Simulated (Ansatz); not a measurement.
HfO2:

```
Hf O
1.0
     5.55640    0.00000    0.00000
     0.00000    3.33360    0.00000
     0.00000    0.00000    6.50500
Hf O
4 8
Direct
  0.74868 0.75000 0.60787
  0.25132 0.25000 0.39213
  0.24868 0.75000 0.89213
  0.75132 0.25000 0.10787
  0.63950 0.25000 0.42340
  0.36050 0.75000 0.57660
  0.13950 0.25000 0.07660
  0.86050 0.75000 0.92340
  0.52079 0.25000 0.84145
  0.47921 0.75000 0.15855
  0.02079 0.25000 0.65855
  0.97921 0.75000 0.34145
```

Measurements of this composition are mostly on another form, of space group No. 14.

| Property | Result |
| --- | --- |
| Program | Ansatz 0.2.0 |
| Task | relaxation of cell and atoms |
| Functional | PBE |
| Potentials or basis | Ansatz PAW |
| Cutoff | 420 eV (not typed: the program's choice for these potentials) |
| k mesh | 4 × 6 × 3 |
| Occupations | fermi-dirac, width 0.05 eV |
| Spin | no spin polarisation |
| Hubbard terms | Hf d U = 3 eV |

At the start: volume 10.04 Å³/atom.

Where does the relaxation end?

It ends after 9 steps and the volume is 10.41 Å³/atom (+3.7 %); space group Pnma (No. 62, to 0.05 Å).

Step by step:
```
step  energy change (eV)  largest force (eV/Å)  volume (Å³)
   1              0.0000                0.1299       120.49
   2             -0.0575                0.2021       125.06
   3             -0.0692                0.1336       124.25
   4             -0.0734                0.0473       124.59
   5             -0.0739                0.0121       124.67
   6             -0.0739                0.0020       124.68
   7             -0.1031                0.0023       124.68
   8             -0.1019                0.0023       124.95
   9             -0.1035                0.0023       124.95
```

Final structure:
```
CELL_PARAMETERS angstrom
5.59377 0.00000 0.00000
0.00000 3.38756 0.00000
0.00000 0.00000 6.59369
ATOMIC_POSITIONS crystal
Hf 0.75178 0.75000 0.60308
Hf 0.24822 0.25000 0.39692
Hf 0.25178 0.75000 0.89692
Hf 0.74822 0.25000 0.10308
O 0.63854 0.25000 0.42043
O 0.36146 0.75000 0.57957
O 0.13854 0.25000 0.07957
O 0.86146 0.75000 0.92043
O 0.51595 0.25000 0.84366
O 0.48405 0.75000 0.15634
O 0.01595 0.25000 0.65634
O 0.98405 0.75000 0.34366
```

Caveat: the plane-wave basis is chosen anew once the cell has moved, so the energies of steps on either side of that aren't comparable; the pressure holds a Pulay correction of +0.9 GPa for the finite cutoff.
